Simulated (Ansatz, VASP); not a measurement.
# Two plane-wave programs on Cl

File INCAR:

```
SYSTEM = Cl
ALGO = Normal
EDIFF = 1E-7
ENCUT = 520
GGA = PE
ISIF = 2
ISMEAR = -1
LASPH = .TRUE.
LCHARG = .FALSE.
LREAL = .FALSE.
LWAVE = .FALSE.
NBANDS = 10
NELM = 100
PREC = Accurate
SIGMA = 0.05
```

The input KPOINTS:

```
k-points
0
G
  15 15 15
  0 0 0
```

Contents of POSCAR:

```
Cl
1.0
    0.0000000000      1.6191956864      1.6191956864
    1.6191956864      0.0000000000      1.6191956864
    1.6191956864      1.6191956864      0.0000000000
Cl
1
Direct
    0.0000000000      0.0000000000      0.0000000000
```

Input for Ansatz:

```yaml
crystal:
  lattice:
    - [0.0, 1.6191956864, 1.6191956864]
    - [1.6191956864, 0.0, 1.6191956864]
    - [1.6191956864, 1.6191956864, 0.0]
  atoms:
    - { symbol: Cl, position: [0.0, 0.0, 0.0] }
kpoints:
  mp_grid: { grid: [15, 15, 15] }
  band_path:
    path:
      - [0.0, 0.0, 0.0]
      - [0.5, 0.0, 0.5]
      - [0.625, 0.25, 0.625]
      - [0.375, 0.375, 0.75]
      - [0.0, 0.0, 0.0]
      - [0.5, 0.5, 0.5]
      - [0.5, 0.25, 0.75]
      - [0.5, 0.0, 0.5]
    npoints: 8
scf:
  occupations: { method: fermi_dirac, width: 0.05 }
hamiltonian:
  xc: pbe
  pseudopotentials: { kind: paw }
output:
  forces: true
  stress: true
  eigenvalues: true
  populations: true
  dos: { projected: true, de: 0.2, e_range: [-14, 8] }
```

Change from the starting cell: volume scaled by 0.4, PAW files.

Alike in both runs: task single point; functional PBE; k mesh 15 × 15 × 15; occupations fermi-dirac, width 0.05 eV; no spin polarisation.

|  | VASP | Ansatz |
| --- | --- | --- |
| version | VASP 6.6.1 | Ansatz 0.2.0 |
| potentials or method | VASP PAW PBE potentials, release 64 (Cl) | PAW with Ansatz's default frozen-core files, scalar-relativistic |
| plane-wave cutoff (eV) | 520 | 420 |
| valence electrons in the cell | 7 | 7 |

VASP gave:

```
pressure (GPa) : 235.7
```

Problem. What did Ansatz give for the same quantities?

Solution. Pressure (GPa): 238.2.

With one functional, cell and mesh, what is left measures potentials, basis and numerics.

Caveats: the cell as given lies far from equilibrium; so large a pressure means that the cell lies far from this level's equilibrium, or that cutoff or potentials fall short (VASP); an odd number of electrons without spin polarisation forces a metal; a magnetic or distorted state may lie lower.
